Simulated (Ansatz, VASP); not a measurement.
## Br in VASP and in Ansatz

```
CELL_PARAMETERS angstrom
3.16487 0.00000 0.00000
-1.58243 2.74086 0.00000
0.00000 0.00000 2.46852
ATOMIC_POSITIONS crystal
Br 0.00000 0.00000 0.00000
```

Change from the starting cell: volume scaled by 0.6, norm-conserving files.

Alike in both runs: task single point; functional PBE; k mesh 15 × 15 × 14; occupations fermi-dirac, width 0.1 eV; no spin polarisation.

|  | VASP | Ansatz |
| --- | --- | --- |
| version | VASP 6.6.1 | Ansatz 0.2.0 |
| potentials or method | VASP PAW PBE potentials, release 64 (Br) | norm-conserving pseudopotentials, scalar-relativistic |
| plane-wave cutoff (eV) | 520 | 626 |
| valence electrons in the cell | 7 | 7 |

Ansatz gave:

| Property | Result |
| --- | --- |
| pressure (GPa) | 20.4 |
| largest component of the traceless stress (GPa) | 0.11 |

Question: Estimate VASP's values.

Answer: Pressure (GPa): 20.5; largest component of the traceless stress (GPa): 0.14.

The functional is the same, so the differences come from potentials, cutoffs and numerics.

Caveats: so large a pressure means that the cell lies far from this level's equilibrium, or that cutoff or potentials fall short (VASP); an odd number of electrons without spin polarisation forces a metal; a magnetic or distorted state may lie lower.
